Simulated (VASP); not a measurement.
# InAs (F-43m) in VASP: a series of runs

Aim: see how the results for InAs move with the level of theory and the settings. Levels: PBEsol+D3(BJ), LDA, SVWN5. Tasks: single point.

Everything below comes from runs of VASP 6.6.1. Logs are shortened: lines on timing, memory, paths and dates and some standing lists are left out, and cuts for length are marked.

**Experimental background.**

From a printed reference work, data compilation, for a bulk crystal of InAs at 4.2 K: band gap 0.418 eV (direct).

How close the calculation comes is told below.

### Step 1. The cell of the first run

It takes space group F-43m (No. 216, cubic). Conventional cell: a = 5.995 Å, b = 5.995 Å, c = 5.995 Å, α = 90.00°, β = 90.00°, γ = 90.00°. In (site symmetry -43m) has 4 As at 2.60 Å within 3.4 Å. Within 3.4 Å of As (site symmetry -43m) lie 4 In at 2.60 Å.

### Step 2. Single point, PBEsol+D3(BJ)

File INCAR:

```
SYSTEM = InAs
ALGO = Normal
EDIFF = 1E-6
ENCUT = 520
GGA = PS
ISIF = 2
ISMEAR = -1
IVDW = 12
LASPH = .True.
LCHARG = .True.
LELF = .True.
LREAL = .False.
LVHAR = .True.
LWAVE = .False.
NBANDS = 16
NELM = 60
PREC = Accurate
SIGMA = 0.05
```

File KPOINTS:

```
k-points
0
Gamma
  8 8 8
  0 0 0
```

File POSCAR:

```
InAs
1.0
    0.0000000000      2.9977443561      2.9977443561
    2.9977443561      0.0000000000      2.9977443561
    2.9977443561      2.9977443561      0.0000000000
In As
1 1
Direct
    0.0000000000      0.0000000000      0.0000000000
    0.7500000000      0.7500000000      0.7500000000
```

Potentials or basis: VASP PAW PBE potentials, release 64 (In_d, As).

Started as:

```sh
$ cat potpaw_PBE.64/In_d/POTCAR potpaw_PBE.64/As/POTCAR > POTCAR
$ mpirun -np 1 vasp_std > vasp.out
```

OUTCAR:

```text
SYSTEM = InAs
   EDIFF = 1E-6
   ENCUT = 520
   GGA = PS
   ISIF = 2
   ISMEAR = -1
   IVDW = 12
   LASPH = .True.
   LREAL = .False.
   NELM = 60
   PREC = Accurate
 IVDW          = 12

 ion  position               nearest neighbor table
   1  0.000  0.000  0.000-   2 2.60   2 2.60   2 2.60   2 2.60
   2  0.750  0.750  0.750-   1 2.60   1 2.60   1 2.60   1 2.60

  LATTYP: Found a face centered cubic cell.
 ALAT       =     5.9954887122

  Lattice vectors:

 A1 = (   0.0000000000,   2.9977443561,   2.9977443561)
 A2 = (   2.9977443561,   0.0000000000,   2.9977443561)
 A3 = (   2.9977443561,   2.9977443561,   0.0000000000)

Analysis of symmetry for initial positions (statically):
=====================================================================
 Subroutine PRICEL returns:
 Original cell was already a primitive cell.

 Routine SETGRP: Setting up the symmetry group for a
 face centered cubic supercell.

 Subroutine GETGRP returns: Found 24 space group operations
 (whereof 24 operations were pure point group operations)
 out of a pool of 48 trial point group operations.

The static configuration has the point symmetry T_d .

Analysis of symmetry for dynamics (positions and initial velocities):
=====================================================================
 Subroutine PRICEL returns:
 Original cell was already a primitive cell.

 Routine SETGRP: Setting up the symmetry group for a
 face centered cubic supercell.

 Subroutine GETGRP returns: Found 24 space group operations
 (whereof 24 operations were pure point group operations)
 out of a pool of 48 trial point group operations.

The dynamic configuration has the point symmetry T_d .

 Subroutine INISYM returns: Found 24 space group operations
 (whereof 24 operations are pure point group operations),
 and found     1 'primitive' translations

----------------------------------------------------------------------------------------

                                     Primitive cell

  volume of cell :      53.8783

  direct lattice vectors                    reciprocal lattice vectors
     0.000000000  2.997744356  2.997744356    -0.166792075  0.166792075  0.166792075
     2.997744356  0.000000000  2.997744356     0.166792075 -0.166792075  0.166792075
     2.997744356  2.997744356  0.000000000     0.166792075  0.166792075 -0.166792075

  length of vectors
     4.239450725  4.239450725  4.239450725     0.288892347  0.288892347  0.288892347

  position of ions in fractional coordinates (direct lattice)
     0.000000000  0.000000000  0.000000000
     0.750000000  0.750000000  0.750000000

  ion indices of the primitive-cell ions
   primitive index   ion index
                 1           1
                 2           2

----------------------------------------------------------------------------------------

 KPOINTS: k-points

Automatic generation of k-mesh.
 Grid dimensions read from file:
 generate k-points for:    8    8    8

 Generating k-lattice:

  Cartesian coordinates                     Fractional coordinates (reciprocal lattice)
    -0.020849009  0.020849009  0.020849009     0.125000000  0.000000000  0.000000000
     0.020849009 -0.020849009  0.020849009     0.000000000  0.125000000  0.000000000
     0.020849009  0.020849009 -0.020849009     0.000000000  0.000000000  0.125000000

  Length of vectors
     0.036111543  0.036111543  0.036111543

  Shift w.r.t. Gamma in fractional coordinates (k-lattice)
     0.000000000  0.000000000  0.000000000

 Subroutine IBZKPT returns following result:
 ===========================================

 Found     29 irreducible k-points:

 Following reciprocal coordinates:
            Coordinates               Weight
  0.000000  0.000000  0.000000      1.000000
  0.125000  0.000000  0.000000      8.000000
  0.250000  0.000000  0.000000      8.000000
  0.375000  0.000000  0.000000      8.000000
  0.500000  0.000000  0.000000      4.000000
  0.125000  0.125000  0.000000      6.000000
[... 16 lines left out ...]
  0.500000  0.250000  0.125000     48.000000
 -0.375000  0.250000  0.125000     24.000000
 [... further k-points ...]
   k-points           NKPTS =     29   k-points in BZ     NKDIM =     29   number of bands    NBANDS=     16
   number of dos      NEDOS =    301   number of ions     NIONS =      2
   total plane-waves  NPLWV =  32768
   dimension x,y,z NGX =    32 NGY =   32 NGZ =   32
   dimension x,y,z NGXF=    64 NGYF=   64 NGZF=   64
   ions per type =               1   1
   NGX,Y,Z   is equivalent  to a cutoff of  12.55, 12.55, 12.55 a.u.
   NGXF,Y,Z  is equivalent  to a cutoff of  25.10, 25.10, 25.10 a.u.
 SYSTEM =  InAs
   PREC   = accura    normal or accurate (medium, high low for compatibility)
   ISTART =      0    job   : 0-new  1-cont  2-samecut
   ICHARG =      2    charge: 1-file 2-atom 10-const
   ISPIN  =      1    spin polarized calculation?
   LNONCOLLINEAR =      F non collinear calculations
   LSORBIT =      F    spin-orbit coupling
   LASPH  =      T    aspherical Exc in radial PAW
   ENCUT  =  520.0 eV  38.22 Ry    6.18 a.u.   7.88  7.88  7.88*2*pi/ulx,y,z
   NELM   =     60;   NELMIN=  2; NELMDL= -5     # of ELM steps
   EDIFF  = 0.1E-05   stopping-criterion for ELM
   LREAL  =      F    real-space projection
   EDIFFG = 0.1E-04   stopping-criterion for IOM
   NSW    =      0    number of steps for IOM
   IBRION =     -1    ionic relax: 0-MD 1-quasi-New 2-CG
   NFREE  =      0    steps in history (QN), initial steepest desc. (CG)
   ISIF   =      2    stress and relaxation
   ISYM   =      2    0-nonsym 1-usesym 2-fastsym
   POTIM  = 0.5000    time-step for ionic-motion
   TEBEG  =    0.0;   TEEND  =   0.0 temperature during run
   PSTRESS=    0.0 pullay stress
   NELECT =      18.0000    total number of electrons
   NUPDOWN=      -1.0000    fix difference up-down
   EMIN   =  10.00;   EMAX   =-10.00  energy-range for DOS
   EFERMI =   0.00;   METHOD = LEGACY
   ISMEAR =    -1;   SIGMA  =   0.05  broadening in eV -4-tet -1-fermi 0-gaus
   EFERMI_NEDOS =   21; number of points for ismear=-14 and -15
   IALGO  =     38    algorithm
   IMIX   =      4    mixing-type and parameters
     AMIX     =   0.40;   BMIX     =  1.00
     AMIX_MAG =   1.60;   BMIX_MAG =  1.00
  volume/ion in A,a.u.               =      26.94       181.79
  Fermi-wavevector in a.u.,A,eV,Ry     =   1.135955  2.146643 17.556869  1.290393
  Thomas-Fermi vector in A             =   2.272660
   LORBIT       =      0    0 simple, 1 ext, 2 COOP (PROOUT), +10 PAW based schemes
   GGA     = PS    functional components
   LHFCALC =     F    Hartree Fock is set to
   AEXX    =    0.0000 exact exchange contribution
   IVDW    =    12    specifies the selected vdW correction
   LEPSILON=     F    determine dielectric tensor
   LRPA    =     F    only Hartree local field effects (RPA)
 non-spin polarized calculation
  energy-cutoff  :      520.00
  volume of cell :       53.88
 maximum number of plane-waves:      1475
   NGX = 15   NGY = 15   NGZ = 15

 number of electron      17.9999998 magnetization

 Free energy of the ion-electron system (eV)
  ---------------------------------------------------
  ext. energy  EPLUGINS =         0.00000000
  ---------------------------------------------------
  free energy    TOTEN  =        -8.46362919 eV

  energy without entropy =       -8.46309822  energy(sigma->0) =       -8.46336371

 E-fermi :   4.6848     XC(G=0):  -9.3964

 val. band max:        4.6381632454   @ k =   0.0000   0.0000   0.0000
 cond. band min:       5.5664700458   @ k =   0.5000   0.0000   0.0000
 fundamental gap:      0.9283068004
 Fermi energy:         4.6848302789

 k-point     1 :       0.0000    0.0000    0.0000
  band No.  band energies     occupation
      1      -9.7526      2.00000
      2      -9.7526      2.00000
      3      -9.7526      2.00000
      4      -9.6135      2.00000
      5      -9.6135      2.00000
      6      -7.4230      2.00000
[... 8 lines left out ...]
     15      14.3710      0.00000
     16      14.3710      0.00000

 k-point     2 :       0.1250    0.0000    0.0000
  band No.  band energies     occupation
      1      -9.7763      2.00000
      2      -9.7461      2.00000
      3      -9.7461      2.00000
      4      -9.6137      2.00000
      5      -9.6137      2.00000
      6      -7.2519      2.00000
[... 8 lines left out ...]
     15      13.4202      0.00000
     16      13.4202      0.00000

 k-point     3 :       0.2500    0.0000    0.0000
  band No.  band energies     occupation
      1      -9.8287      2.00000
      2      -9.7321      2.00000
      3      -9.7321      2.00000
      4      -9.6122      2.00000
      5      -9.6122      2.00000
      6      -6.7833      2.00000
[... 8 lines left out ...]
     15      13.1745      0.00000
     16      13.1745      0.00000

 k-point     4 :       0.3750    0.0000    0.0000
  band No.  band energies     occupation
      1      -9.8761      2.00000
      2      -9.7211      2.00000
      3      -9.7211      2.00000
      4      -9.6076      2.00000
      5      -9.6076      2.00000
      6      -6.1799      2.00000
[... 8 lines left out ...]
     15      14.1538      0.00000
     16      14.1538      0.00000
[... 324 lines left out ...]
 k-point    22 :       0.3750    0.2500    0.1250
  band No.  band energies     occupation
      1      -9.8705      2.00000
      2      -9.7150      2.00000
      3      -9.7099      2.00000
      4      -9.6271      2.00000
      5      -9.6029      2.00000
      6      -6.4006      2.00000
[... 8 lines left out ...]
     15      14.7959      0.00000
     16      15.4486      0.00000

 k-point    23 :       0.5000    0.2500    0.1250
  band No.  band energies     occupation
      1      -9.9005      2.00000
      2      -9.7091      2.00000
      3      -9.6975      2.00000
      4      -9.6243      2.00000
      5      -9.6031      2.00000
      6      -5.8580      2.00000
[... 8 lines left out ...]
     15      14.9665      0.00000
     16      15.7457      0.00000

 k-point    24 :      -0.3750    0.2500    0.1250
  band No.  band energies     occupation
      1      -9.9118      2.00000
      2      -9.7081      2.00000
      3      -9.6931      2.00000
      4      -9.6196      2.00000
      5      -9.6054      2.00000
      6      -5.5711      2.00000
[... 8 lines left out ...]
     15      15.0075      0.00000
     16      15.7945      0.00000

 [... further k-points ...]

------------------------ aborting loop because EDIFF is reached ----------------------------------------

 Edisp (eV)   -0.64750

 E8    (eV) :    -0.4453

  FORCE on cell =-STRESS in cart. coord.  units (eV):
  Direction    XX          YY          ZZ          XY          YZ          ZX
  --------------------------------------------------------------------------------------
  -------------------------------------------------------------------------------------
  Total       0.34844     0.34844     0.34844    -0.00000     0.00000     0.00000
  in kB      10.36151    10.36151    10.36151    -0.00000     0.00000     0.00000
  external pressure =       10.36 kB  Pullay stress =        0.00 kB

 VOLUME and BASIS-vectors are now :
 -----------------------------------------------------------------------------
  energy-cutoff  :      520.00
  volume of cell :       53.88
      direct lattice vectors                 reciprocal lattice vectors
     0.000000000  2.997744356  2.997744356    -0.166792075  0.166792075  0.166792075
     2.997744356  0.000000000  2.997744356     0.166792075 -0.166792075  0.166792075
     2.997744356  2.997744356  0.000000000     0.166792075  0.166792075 -0.166792075

 POSITION                                       TOTAL-FORCE (eV/Angst)
 -----------------------------------------------------------------------------------
      0.00000      0.00000      0.00000         0.000000      0.000000      0.000000
      4.49662      4.49662      4.49662        -0.000000     -0.000000     -0.000000
 -----------------------------------------------------------------------------------
    total drift:                                0.000000      0.000000      0.000000

  FREE ENERGIE OF THE ION-ELECTRON SYSTEM (eV)
  ---------------------------------------------------
  free  energy   TOTEN  =        -9.1111242251 eV

  energy  without entropy=       -9.1105932524  energy(sigma->0) =       -9.11085874
```

Run time: 21 s. Hardware: 1 thread of Intel Xeon 6975P-C, shared host; peak memory 0.19 GiB.

What came out:

- Free energy: -9.1111 eV
- Pressure: 1.0 GPa
- Band gap on the k mesh: zero (filled and empty bands touch)
- Dispersion energy per atom: -0.324 eV

Caveat: the PAW data sets were made with another functional, which shifts forces and pressure a little; spin-orbit coupling is left out, which moves the levels of the heavy elements; pairwise dispersion overbinds metals, which lowers pressure and volume.

### Step 3. Single point, LDA

File INCAR:

```
PREC = Accurate
ENCUT = 520
EDIFF = 1E-6
ISMEAR = -1
SIGMA = 0.05
LREAL = F
LASPH = T
NELM = 100
ALGO = Normal
ISIF = 2
LWAVE = F
LCHARG = T
GGA = CA
LELF = T
LVHAR = T
NBANDS = 16
```

File KPOINTS:

```
Automatic mesh
0
Gamma
  8 8 8
```

POSCAR is that of step 2.

Potentials or basis: VASP PAW LDA potentials, release 64 (In_d, As).

Started as:

```sh
$ cat potpaw_LDA.64/In_d/POTCAR potpaw_LDA.64/As/POTCAR > POTCAR
$ mpirun -np 1 vasp_std > vasp.out
```

Run time: 24 s. Hardware: 1 thread of Intel Xeon 6975P-C, shared host; peak memory 0.16 GiB.

It converged, with:

- Free energy: -9.0225 eV
- Pressure: 1.1 GPa
- Band gap on the k mesh: zero (filled and empty bands touch)

Levels at points of the mesh, in eV from the Fermi level:
| k point | band 5 | band 6 | band 7 | band 8 | band 9 | band 10 | band 11 | band 12 | band 13 | band 14 |
| --- | --- | --- | --- | --- | --- | --- | --- | --- | --- | --- |
| (0.00, 0.00, 0.00) | -14.32 | -12.13 | -0.31 | -0.05 | -0.05 | -0.05 | 3.79 | 3.79 | 3.79 | 7.33 |
| (0.50, 0.00, 0.00) | -14.31 | -10.57 | -6.02 | -1.08 | -1.08 | 0.82 | 4.58 | 4.58 | 6.67 | 8.94 |
| (0.50, 0.50, 0.00) | -14.30 | -9.99 | -6.08 | -2.48 | -2.48 | 1.33 | 1.91 | 9.12 | 9.27 | 9.27 |

Caveat: spin-orbit coupling is left out, which moves the levels of the heavy elements.

### Step 4. Single point, PBEsol+D3(BJ)

This run uses another cell than the first one, of 27.49 Å³/atom, 1.020 times its volume.

File INCAR:

```
SYSTEM = InAs
PREC     = Accurate       ! precision mode
ENCUT    = 520            ! plane-wave cutoff, eV
EDIFF    = 1E-7           ! SCF threshold, eV
ISMEAR   = -1             ! smearing method
SIGMA    = 0.05           ! smearing width, eV
LREAL    = .FALSE.        ! projectors in reciprocal space
LASPH    = .TRUE.         ! aspherical terms in the spheres
NELM     = 60             ! most SCF steps
ALGO     = Normal         ! electronic algorithm
ISIF     = 2              ! what is computed and relaxed
LWAVE    = .FALSE.        ! write WAVECAR
LCHARG   = .FALSE.        ! write CHGCAR
GGA      = PS             ! functional
IVDW     = 12             ! dispersion correction
NBANDS   = 16             ! bands
```

File KPOINTS:

```
Automatic mesh
0
G
  8 8 8
  0 0 0
```

File POSCAR:

```
InAs
1.0
    0.0000000000      3.0180000000      3.0180000000
    3.0180000000      0.0000000000      3.0180000000
    3.0180000000      3.0180000000      0.0000000000
In As
1 1
Direct
    0.0000000000      0.0000000000      0.0000000000
    0.7500000000      0.7500000000      0.7500000000
```

Potentials or basis: VASP PAW PBE potentials, release 64 (In_d, As).

Started as:

```sh
$ cat potpaw_PBE.64/In_d/POTCAR potpaw_PBE.64/As/POTCAR > POTCAR
$ mpirun -np 1 vasp_std > vasp.out
```

Run time: 18 s. Hardware: 1 thread of Intel Xeon 6975P-C, shared host; peak memory 0.19 GiB.

The run converged. Its results:

| Property | Result |
| --- | --- |
| Free energy | -9.1141 eV |
| Pressure | -0.2 GPa |
| Band gap on the k mesh | zero (filled and empty bands touch) |
| Dispersion energy per atom | -0.317 eV |

Levels at points of the mesh, in eV from the Fermi level:
```csv
k point,band 6,band 7,band 8,band 9,band 10,band 11,band 12,band 13
"(0.00, 0.00, 0.00)",-11.97,-0.30,-0.05,-0.05,-0.05,3.81,3.81,3.81
"(0.50, 0.00, 0.00)",-10.47,-5.89,-1.05,-1.05,0.84,4.58,4.58,6.67
"(0.50, 0.50, 0.00)",-9.92,-5.95,-2.41,-2.41,1.38,1.93,9.06,9.21
```

Caveat: the PAW data sets were made with another functional, which shifts forces and pressure a little; spin-orbit coupling is left out, which moves the levels of the heavy elements; pairwise dispersion overbinds metals, which lowers pressure and volume.

(Part 1 of 2 ends here.)
